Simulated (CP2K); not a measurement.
# Sn (I4_1/amd) in CP2K: notebook, part 2 of 2

CP2K 2026.2.

## (3) Band structure, LDA

The input, sn_bands.inp:

```
&GLOBAL
  PROJECT sn_bands
  RUN_TYPE ENERGY_FORCE
  PRINT_LEVEL LOW
&END GLOBAL
&FORCE_EVAL
  METHOD QS
  STRESS_TENSOR ANALYTICAL
  &DFT
    BASIS_SET_FILE_NAME BASIS_MOLOPT_UZH
    POTENTIAL_FILE_NAME POTENTIAL_UZH
    &MGRID
      CUTOFF 675
      REL_CUTOFF 60
      NGRIDS 4
    &END MGRID
    &QS
      METHOD GPW
      EPS_DEFAULT 1.0E-10
    &END QS
    &KPOINTS
      SCHEME MONKHORST-PACK 9 9 9
      GAMMA_CENTERED T
      SYMMETRY T
      SYMMETRY_BACKEND SPGLIB
    &END KPOINTS
    &SCF
      SCF_GUESS ATOMIC
      EPS_SCF 1.0E-6
      MAX_SCF 100
      ADDED_MOS 10
      CHOLESKY OFF
      EPS_EIGVAL 1.0E-7
      &DIAGONALIZATION ON
        ALGORITHM STANDARD
      &END DIAGONALIZATION
      &MIXING ON
        METHOD BROYDEN_MIXING
        ALPHA 0.4
        BETA 1.5
        NBUFFER 8
      &END MIXING
      &SMEAR ON
        METHOD FERMI_DIRAC
        ELECTRONIC_TEMPERATURE 580.23
      &END SMEAR
    &END SCF
    &XC
      &XC_FUNCTIONAL
        &LDA_X
        &END LDA_X
        &LDA_C_PW
        &END LDA_C_PW
      &END XC_FUNCTIONAL
    &END XC
    &PRINT
      &KPOINTS ON
      &END KPOINTS
      &MULLIKEN ON
      &END MULLIKEN
      &MO ON
        ENERGIES T
        OCCUPATION_NUMBERS T
        &EACH
          QS_SCF 0
        &END EACH
        ADD_LAST NUMERIC
      &END MO
      &BAND_STRUCTURE
        FILE_NAME bands.bs
        ADDED_MOS 6
        &KPOINT_SET
          UNITS B_VECTOR
          NPOINTS 8
          SPECIAL_POINT GAMMA 0.00000000 0.00000000 0.00000000
          SPECIAL_POINT X 0.00000000 0.00000000 0.50000000
          SPECIAL_POINT M -0.50000000 0.50000000 0.50000000
          SPECIAL_POINT GAMMA 0.00000000 0.00000000 0.00000000
          SPECIAL_POINT Z 0.32397157 0.32397157 -0.32397157
          SPECIAL_POINT P 0.25000000 0.25000000 0.25000000
          SPECIAL_POINT N 0.00000000 0.50000000 0.00000000
          SPECIAL_POINT Z1 -0.32397157 0.67602843 0.32397157
          SPECIAL_POINT M -0.50000000 0.50000000 0.50000000
        &END KPOINT_SET
        &KPOINT_SET
          UNITS B_VECTOR
          NPOINTS 8
          SPECIAL_POINT X 0.00000000 0.00000000 0.50000000
          SPECIAL_POINT P 0.25000000 0.25000000 0.25000000
        &END KPOINT_SET
      &END BAND_STRUCTURE
    &END PRINT
  &END DFT
  &SUBSYS
    &CELL
      A 4.4549543932 0.0000000000 0.0000000000
      B -3.3066746911 2.9853845870 0.0000000000
      C -0.5741398510 -1.4926922935 4.1579865072
      PERIODIC XYZ
    &END CELL
    &COORD
      SCALED
      Sn  0.0000000000 0.0000000000 0.0000000000
      Sn  0.7500000000 0.2500000000 0.5000000000
    &END COORD
    &KIND Sn
      BASIS_SET TZVP-MOLOPT-PBE-GTH-q4
      POTENTIAL GTH-PBE-q4
    &END KIND
    &PRINT
      &ATOMIC_COORDINATES ON
      &END ATOMIC_COORDINATES
      &CELL ON
      &END CELL
    &END PRINT
  &END SUBSYS
  &PRINT
    &FORCES ON
    &END FORCES
    &STRESS_TENSOR ON
    &END STRESS_TENSOR
  &END PRINT
&END FORCE_EVAL
```

Potentials or basis: POTENTIAL_UZH Sn GTH-PBE-q4; TZVP-MOLOPT-PBE-GTH basis.

Started as:

```
$ OMP_NUM_THREADS=1 cp2k.psmp -i sn_bands.inp -o sn_bands.out
```

Run time: 33 s. Hardware: 1 thread of Arm Neoverse V1, shared host; peak memory 0.38 GiB.

It converged, with:

```
Free energy            : -189.6329 eV
Pressure               : 2.1 GPa
Band gap on the k mesh : none (metal or under the smearing width)
```

Stress tensor (GPa, compression positive):
```
 2.13 -0.12  0.00
-0.12  1.86  0.00
 0.00  0.00  2.18
```

Levels at the corners of the path, in eV from the Fermi level:
```
point  band 1  band 2  band 3  band 4  band 5  band 6  band 7  band 8  band 9
    Γ  -11.04   -3.69   -1.94   -1.94    3.36    6.39    6.39    6.84    6.98
    X   -8.83   -8.83    0.56    0.56    1.61    1.61    6.50    6.50   10.18
    M   -7.55   -7.55   -4.81   -4.81    5.23    5.23    9.37    9.37   13.39
    Γ  -11.04   -3.69   -1.94   -1.94    3.36    6.39    6.39    6.84    6.98
    Z   -6.45   -5.57   -3.09   -2.94   -2.94    3.03    5.86    5.86   12.17
    P   -5.95   -5.95   -3.55   -3.55    3.61    3.61    4.08    4.08    7.64
    N   -6.90   -5.38   -2.35   -1.69   -1.10    2.38    2.98    4.68    8.24
   Z1   -6.45   -5.57   -3.09   -2.94   -2.94    3.03    5.86    5.86   12.17
    M   -7.55   -7.55   -4.81   -4.81    5.23    5.23    9.37    9.37   13.39
    X   -8.83   -8.83    0.56    0.56    1.61    1.61    6.50    6.50   10.18
    P   -5.95   -5.95   -3.55   -3.55    3.61    3.61    4.08    4.08    7.64
```

Caveat: the potentials were made for another functional, which shifts forces and pressure; spin-orbit coupling is left out, which moves the levels of the heavy elements; the basis of atomic orbitals isn't converged, which shifts pressures, moduli and gaps.

## (4) Band structure, PBEsol

sn_bands.inp: that of step 3 with these lines changed.

```diff
@@ -49,6 +49,6 @@
       &XC_FUNCTIONAL
-        &LDA_X
-        &END LDA_X
-        &LDA_C_PW
-        &END LDA_C_PW
+        &GGA_X_PBE_SOL
+        &END GGA_X_PBE_SOL
+        &GGA_C_PBE_SOL
+        &END GGA_C_PBE_SOL
       &END XC_FUNCTIONAL
```

Started as:

```
$ OMP_NUM_THREADS=1 cp2k.psmp -i sn_bands.inp -o sn_bands.out
```

It took 34 s on 1 thread of Arm Neoverse V1, shared host; peak memory 0.39 GiB.

The run converged. Its results:

| Item | Value |
| --- | --- |
| Free energy | -189.6159 eV |
| Pressure | 1.8 GPa |
| Band gap on the k mesh | none (metal or under the smearing width) |

Stress tensor (GPa, compression positive):
```
 1.84 -0.12  0.00
-0.12  1.57  0.00
 0.00  0.00  1.89
```

Levels at the corners of the path, in eV from the Fermi level:
```csv
point,band 1,band 2,band 3,band 4,band 5,band 6,band 7,band 8
Γ,-11.04,-3.69,-1.94,-1.94,3.35,6.39,6.39,6.85
X,-8.84,-8.84,0.57,0.57,1.61,1.61,6.51,6.51
M,-7.55,-7.55,-4.82,-4.82,5.23,5.23,9.37,9.37
Γ,-11.04,-3.69,-1.94,-1.94,3.35,6.39,6.39,6.85
Z,-6.45,-5.57,-3.10,-2.94,-2.94,3.03,5.86,5.86
P,-5.94,-5.94,-3.55,-3.55,3.61,3.61,4.08,4.08
N,-6.89,-5.39,-2.35,-1.69,-1.10,2.37,2.98,4.69
Z1,-6.45,-5.57,-3.10,-2.94,-2.94,3.03,5.86,5.86
M,-7.55,-7.55,-4.82,-4.82,5.23,5.23,9.37,9.37
X,-8.84,-8.84,0.57,0.57,1.61,1.61,6.51,6.51
P,-5.94,-5.94,-3.55,-3.55,3.61,3.61,4.08,4.08
```

Caveat: the potentials were made for another functional, which shifts forces and pressure; spin-orbit coupling is left out, which moves the levels of the heavy elements; the basis of atomic orbitals isn't converged, which shifts pressures, moduli and gaps.

## (5) Band structure, vdW-DF2

sn_bands.inp: that of step 4 with these lines changed.

```diff
@@ -49,7 +49,15 @@
       &XC_FUNCTIONAL
-        &GGA_X_PBE_SOL
-        &END GGA_X_PBE_SOL
-        &GGA_C_PBE_SOL
-        &END GGA_C_PBE_SOL
+        &GGA_X_RPW86
+        &END GGA_X_RPW86
+        &LDA_C_PW
+        &END LDA_C_PW
       &END XC_FUNCTIONAL
+      &VDW_POTENTIAL
+        POTENTIAL_TYPE NON_LOCAL
+        &NON_LOCAL
+          TYPE LMKLL
+          KERNEL_FILE_NAME vdW_kernel_table.dat
+          CUTOFF 300
+        &END NON_LOCAL
+      &END VDW_POTENTIAL
     &END XC
```

Started as:

```
$ OMP_NUM_THREADS=1 cp2k.psmp -i sn_bands.inp -o sn_bands.out
```

Wall time 44 s (1 thread of Arm Neoverse V1, shared host); peak memory 0.5 GiB.

It converged, with:

* Free energy: -191.4260 eV
* Pressure: 7.1 GPa
* Band gap on the k mesh: none (metal or under the smearing width)

Stress tensor (GPa, compression positive):
```
6.96 0.17 0.00
0.17 7.34 0.00
0.00 0.00 6.89
```

Levels at the corners of the path, in eV from the Fermi level:
| point | band 1 | band 2 | band 3 | band 4 | band 5 | band 6 | band 7 | band 8 |
| --- | --- | --- | --- | --- | --- | --- | --- | --- |
| Γ | -10.98 | -3.97 | -1.91 | -1.91 | 3.99 | 6.16 | 6.16 | 6.50 |
| X | -8.82 | -8.82 | 0.54 | 0.54 | 1.70 | 1.70 | 6.29 | 6.29 |
| M | -7.67 | -7.67 | -4.52 | -4.52 | 5.16 | 5.16 | 8.92 | 8.92 |
| Γ | -10.98 | -3.97 | -1.91 | -1.91 | 3.99 | 6.16 | 6.16 | 6.50 |
| Z | -6.69 | -5.70 | -2.83 | -2.72 | -2.72 | 2.77 | 5.88 | 5.88 |
| P | -6.11 | -6.11 | -3.32 | -3.32 | 3.42 | 3.42 | 3.91 | 3.91 |
| N | -7.04 | -5.36 | -2.38 | -1.64 | -1.11 | 2.81 | 2.86 | 4.53 |
| Z1 | -6.69 | -5.70 | -2.83 | -2.72 | -2.72 | 2.77 | 5.88 | 5.88 |
| M | -7.67 | -7.67 | -4.52 | -4.52 | 5.16 | 5.16 | 8.92 | 8.92 |
| X | -8.82 | -8.82 | 0.54 | 0.54 | 1.70 | 1.70 | 6.29 | 6.29 |
| P | -6.11 | -6.11 | -3.32 | -3.32 | 3.42 | 3.42 | 3.91 | 3.91 |

Caveat: the potentials were made for another functional, which shifts forces and pressure; spin-orbit coupling is left out, which moves the levels of the heavy elements; the basis of atomic orbitals isn't converged, which shifts pressures, moduli and gaps.

## (6) Band structure, OLYP

sn_bands.inp: that of step 5 with these lines changed.

```diff
@@ -49,15 +49,7 @@
       &XC_FUNCTIONAL
-        &GGA_X_RPW86
-        &END GGA_X_RPW86
-        &LDA_C_PW
-        &END LDA_C_PW
+        &GGA_X_OPTX
+        &END GGA_X_OPTX
+        &GGA_C_LYP
+        &END GGA_C_LYP
       &END XC_FUNCTIONAL
-      &VDW_POTENTIAL
-        POTENTIAL_TYPE NON_LOCAL
-        &NON_LOCAL
-          TYPE LMKLL
-          KERNEL_FILE_NAME vdW_kernel_table.dat
-          CUTOFF 300
-        &END NON_LOCAL
-      &END VDW_POTENTIAL
     &END XC
```

Potentials or basis: POTENTIAL_UZH Sn GTH-PBE-q4; TZVP-MOLOPT-PBE-GTH basis.

Started as:

```
$ OMP_NUM_THREADS=1 cp2k.psmp -i sn_bands.inp -o sn_bands.out
```

It took 39 s on 1 thread of Arm Neoverse V1, shared host; peak memory 0.39 GiB.

The run converged. Its results:

| Quantity | Value |
| --- | --- |
| Free energy | -188.4360 eV |
| Pressure | 1.1 GPa |
| Band gap on the k mesh | none (metal or under the smearing width) |

Stress tensor (GPa, compression positive):
```
 1.17 -0.09  0.00
-0.09  0.97  0.00
 0.00  0.00  1.20
```

Levels at the corners of the path, in eV from the Fermi level:
```
point  band 1  band 2  band 3  band 4  band 5  band 6  band 7  band 8
    Γ  -11.02   -3.73   -1.94   -1.94    3.49    6.35    6.35    6.79
    X   -8.83   -8.83    0.55    0.55    1.64    1.64    6.47    6.47
    M   -7.57   -7.57   -4.75   -4.75    5.22    5.22    9.28    9.28
    Γ  -11.02   -3.73   -1.94   -1.94    3.49    6.35    6.35    6.79
    Z   -6.49   -5.59   -3.05   -2.90   -2.90    2.99    5.86    5.86
    P   -5.97   -5.97   -3.51   -3.51    3.57    3.57    4.05    4.05
    N   -6.92   -5.37   -2.36   -1.69   -1.11    2.47    2.96    4.66
   Z1   -6.49   -5.59   -3.05   -2.90   -2.90    2.99    5.86    5.86
    M   -7.57   -7.57   -4.75   -4.75    5.22    5.22    9.28    9.28
    X   -8.83   -8.83    0.55    0.55    1.64    1.64    6.47    6.47
    P   -5.97   -5.97   -3.51   -3.51    3.57    3.57    4.05    4.05
```

Caveat: the potentials were made for another functional, which shifts forces and pressure; spin-orbit coupling is left out, which moves the levels of the heavy elements; the basis of atomic orbitals isn't converged, which shifts pressures, moduli and gaps.

## (7) Overview

| level | cutoff of the non-local correlation (Ry) | gap on the mesh (eV) | pressure (GPa) |
| --- | --- | --- | --- |
| PBE | - | none | 2.4 |
| LDA | - | none | 2.1 |
| PBEsol | - | none | 1.8 |
| vdW-DF2 | 300 | none | 7.1 |
| OLYP | - | none | 1.1 |

Alike in all rows: task band structure; potentials or basis POTENTIAL_UZH Sn GTH-PBE-q4; TZVP-MOLOPT-PBE-GTH basis; no spin polarisation; cell as given; k mesh 9 × 9 × 9; smearing fermi-dirac 0.05 eV.

Caveats: spin-orbit coupling is left out, which moves the levels of the heavy elements; the basis of atomic orbitals isn't converged, which shifts pressures, moduli and gaps; the potentials were made for another functional, which shifts forces and pressure (some runs).

Total energies depend on the potentials used, so only differences within one code and one set of settings carry meaning.
